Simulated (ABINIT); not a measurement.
BAs, 2 atoms in the cell. It takes space group F-43m (No. 216, cubic). The conventional cell has a = 4.777 Å, b = 4.777 Å, c = 4.777 Å, α = 90.00°, β = 90.00°, γ = 90.00°. Around As (site symmetry -43m) lie 4 B at 2.07 Å. B (site symmetry -43m) has 4 As at 2.07 Å as nearest neighbours. 

```yaml
Program: ABINIT 10.8.3 (patched build)
Task: single point
Functional: revPBE
Potentials_or_basis: JTH PAW PBE v2.0
Cutoff: 490 eV
k_mesh: 10 × 10 × 10
Occupations: fermi-dirac, width 0.05 eV
Spin: no spin polarisation
Fine-grid_cutoff: 979.61 eV
```

Potentials or basis: JTH PAW PBE v2.0.

Launch:

```console
$ abinit run.abi > log 2>&1
```

Hardware: 1 thread of Arm Neoverse V2, with other jobs on the host.

**Question.** How long does it take, and how much memory?

**Answer.** It took 15 s on 1 thread of Arm Neoverse V2, with other jobs on the host, peak memory 0.1 GiB. Counts: scf iterations 13, mpi ranks 1, k points 47, bands 13, plane waves 684.
